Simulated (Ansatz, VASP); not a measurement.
**One calculation of CuO, two programs**

```xyz
4
Lattice="0.0000 2.5526 2.5526 2.5526 0.0000 2.5526 2.5526 2.5526 0.0000" Properties=species:S:1:pos:R:3 pbc="T T T"
Cu    0.0000    0.0000    0.0000
Cu    2.5526    2.5526    2.5526
O     1.2763    1.2763    1.2763
O     3.8288    3.8288    3.8288
```

Measurements of this composition are mostly on another form, of space group No. 15.

Alike in both runs: task single point; functional r2SCAN; k mesh 6 × 6 × 6; occupations gaussian, width 0.05 eV; collinear spin, antiferromagnetic start; Hubbard terms Cu d U = 4 eV.

|  | VASP | Ansatz |
| --- | --- | --- |
| version | VASP 6.6.1 | Ansatz 0.2.0 |
| potentials or method | VASP PAW PBE potentials, release 64 (Cu, O) | Ansatz PAW |
| plane-wave cutoff (eV) | 520 | 500 |
| valence electrons in the cell | 34 | 50 |

Ansatz gave:

```
gap on the k mesh at the Fermi level (eV) : none
pressure (GPa)                            : 14.8
net moment per atom (μB)                  : 0.00
```

Estimate VASP's values.

gap on the k mesh at the Fermi level (eV): none; pressure (GPa): 8.9; net moment per atom (μB): 0.00.

The programs project onto different local orbitals, so the same U acts differently. A gap of «none» marks a metal or a gap that the smearing closes. The two sets of potentials don't hold the same shells in valence.

Caveats: the PAW data sets were made with another functional, which shifts forces and pressure a little (VASP); the magnetic or orbital state may not be the lowest (Ansatz); the PAW data sets come from PBE, with cores solved anew for the run's functional, which leaves a small shift of forces and pressure (Ansatz); the starting moments weren't kept (Ansatz). The state reached can hang on the start; a lower one may exist.
